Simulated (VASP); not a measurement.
SnS2: relaxation of cell and atoms with PBE+D3(BJ)

SnS2, a slab with vacuum:

```
S Sn
1.0
     3.66310    0.00000    0.00000
    -1.83155    3.17234    0.00000
     0.00000    0.00000   20.93400
S Sn
2 1
Direct
  0.66667 0.33333 0.42910
  0.33333 0.66667 0.57090
  0.00000 0.00000 0.50000
```

```json
{
 "Program": "VASP 6.6.1",
 "Task": "relaxation of cell and atoms",
 "Functional": "PBE",
 "Dispersion": "D3(BJ)",
 "Potentials or basis": "VASP PAW PBE potentials, release 64 (S, Sn_d)",
 "Cutoff": "600 eV",
 "k mesh": "12 × 12 × 1",
 "Occupations": "gaussian, width 0.03 eV",
 "Spin": "no spin polarisation",
 "Further INCAR settings": "ALGO = Normal; EDIFF = 1e-07; IBRION = 2; EDIFFG = -0.005; NSW = 90; ISIF = 3"
}
```

```json
{
  "Largest force after relaxing": "0.003 eV/Å",
  "Band gap on the k mesh": "1.58 eV, indirect (least direct gap 1.83 eV)",
  "Dispersion energy per atom": "-0.232 eV"
}
```

Forces in eV/Å, atoms in the order of the input:
```
S    0.000  0.000  0.003
S    0.000  0.000 -0.003
Sn   0.000  0.000  0.000
```

Final structure:
```cif
data_structure
_symmetry_space_group_name_H-M 'P 1'
_symmetry_Int_Tables_number 1
_cell_length_a 3.6631
_cell_length_b 3.6631
_cell_length_c 20.9340
_cell_angle_alpha 90.000
_cell_angle_beta 90.000
_cell_angle_gamma 120.000
_cell_volume 243.27
loop_
_atom_site_label
_atom_site_type_symbol
_atom_site_fract_x
_atom_site_fract_y
_atom_site_fract_z
_atom_site_occupancy
S1 S 0.66667 0.33333 0.42910 1
S2 S 0.33333 0.66667 0.57090 1
Sn1 Sn 0.00000 0.00000 0.50000 1
```

Levels at points of the mesh, in eV from the valence-band top:
```csv
k point,band 9,band 10,band 11,band 12,band 13,band 14,band 15,band 16,band 17
"(0.00, 0.00, 0.00)",-0.87,-0.46,-0.46,-0.08,-0.08,2.46,3.88,5.48,5.48
"(0.50, 0.00, 0.00)",-4.31,-2.20,-2.04,-0.52,-0.26,1.58,4.80,6.33,6.35
```

It took 2.4 min on 1 thread of Intel(R) Xeon(R) Platinum 8375C CPU @ 2.90GHz (Ice Lake) (shared host), peak memory 0.44 GiB.

Caveat: the relaxation stopped at its first step, so nothing moved; spin-orbit coupling is left out, which moves the levels of the heavy elements.
